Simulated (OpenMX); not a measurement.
ZnSe (Stilleite) under changes of volume

One of the cells (22.757 Å³/atom); the others are scaled copies at fixed shape and fractional positions:

```
Se Zn
1.0
     0.00000    2.83380    2.83380
     2.83380    0.00000    2.83380
     2.83380    2.83380    0.00000
Se Zn
1 1
Direct
  0.75000 0.75000 0.75000
  0.00000 0.00000 0.00000
```

| Quantity | Value |
| --- | --- |
| Program | OpenMX 3.8.5 |
| Functional | PBE |
| Potentials or basis | OpenMX 2013 PBE set, Se7.0-s3p2d2f1, Zn6.0H-s3p2d2f1, fixed grid of 45 × 45 × 45 points |
| k mesh | 9 × 9 × 9 |
| Occupations | fermi-dirac, width 0.05 eV |
| Spin | no spin polarisation |

```csv
volume (Å³/atom),energy over the lowest point (meV/atom),gap on the mesh (eV)
21.391,71.70,1.73
21.846,49.22,1.64
22.301,31.46,1.55
22.757,?,?
23.212,8.64,1.38
23.667,2.85,1.30
24.122,0.00,1.22
```

Question: What does the run at 22.757 Å³/atom give?

Answer: Energy over the lowest point 17.88 meV/atom; gap on the mesh 1.47 eV.

Worked out: A Birch-Murnaghan fit of order 3 (a polynomial in V^(-2/3)) to the other rows has its minimum at 24.33 Å³/atom, just outside them, with B0 = V·E''(V) = 51 GPa and B' = 4.6. It gives 18.11 meV/atom at 22.757 Å³/atom, against the run's 17.88. A straight line through the other rows of the gap, of slope -4.25 eV per unit of ln V (its deformation potential), gives 1.47 eV, against the run's 1.47.

Energies are extrapolated to zero smearing.

Caveats: the basis of atomic orbitals isn't converged, which shifts pressures, moduli and gaps.

Spin-orbit coupling on Se is left out.
